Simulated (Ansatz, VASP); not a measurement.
This is a calculation of CoSi for Ansatz 0.2.0.

File input.yaml:

```yaml
crystal:
  lattice:
    - [2.8179346973, 0.0, 0.0]
    - [0.0, 2.8179346973, 0.0]
    - [0.0, 0.0, 2.8179346973]
  atoms:
    - { symbol: Co, position: [0.0, 0.0, 0.0], spin: 2.0 }
    - { symbol: Si, position: [0.5, 0.5, 0.5] }
kpoints:
  mp_grid: { grid: [10, 10, 10] }
scf:
  occupations: { method: fermi_dirac, width: 0.05 }
hamiltonian:
  xc: lda
  pseudopotentials: { kind: all_electron, lapw: { basis_error: 0.001 } }
magnetization:
  spin_polarized: true
output:
  forces: true
  stress: true
  eigenvalues: true
```

Potentials or basis: all-electron LAPW, scalar-relativistic.

Run with:

```sh
$ ansatz run input.yaml --threads 2 --pin off --max-ram 6144MiB --backend cpu --events-out ev --progress --plain --runs-dir out
```

Task: Translate it to VASP 6.6.1. Potentials there: VASP PAW LDA potentials, release 64 (Co, Si).

Result: As run (the cutoff follows the program's own potentials):

File INCAR:

```
SYSTEM = CoSi
  ALGO = Normal
  EDIFF = 1E-6
  ENCUT = 520
  ISIF = 2
  ISMEAR = -1
  ISPIN = 2
  LASPH = .True.
  LCHARG = .True.
  LELF = .True.
  LMAXMIX = 4
  LORBIT = 11
  LREAL = .False.
  LVHAR = .True.
  LWAVE = .False.
  MAGMOM = 2 0
  NBANDS = 18
  NELM = 150
  PREC = Accurate
  SIGMA = 0.05
```

The input KPOINTS:

```
k-points
0
Gamma
  10 10 10
  0 0 0
```

File POSCAR:

```
CoSi
1.0
    2.8179346973      0.0000000000      0.0000000000
    0.0000000000      2.8179346973      0.0000000000
    0.0000000000      0.0000000000      2.8179346973
Co Si
1 1
Direct
    0.0000000000      0.0000000000      0.0000000000
    0.5000000000      0.5000000000      0.5000000000
```

Potentials or basis: VASP PAW LDA potentials, release 64 (Co, Si).

Command:

```bash
$ cat potpaw_LDA.64/Co/POTCAR potpaw_LDA.64/Si/POTCAR > POTCAR
$ mpirun -np 1 vasp_std > vasp.out
```

Both were run:

|  | VASP | Ansatz | Ansatz less VASP |
| --- | --- | --- | --- |
| gap on the k mesh at the Fermi level (eV) | none | none | - |
| pressure (GPa) | -18.9 | -19.2 | -0.25 |
| net moment per atom (μB) | 0.20 | 0.24 | +0.034 |
| size of the moment on the site where the two differ most (μB) | 0.41 | 0.48 | +0.076 |

Site moments also hang on the region over which each program counts them. A gap of «none» marks a metal or a gap that the smearing closes. Ansatz ran all-electron here, so the differences hold the error of VASP's frozen core and of both bases.

Caveats: so large a pressure means that the cell lies far from this level's equilibrium, or that cutoff or potentials fall short (VASP).
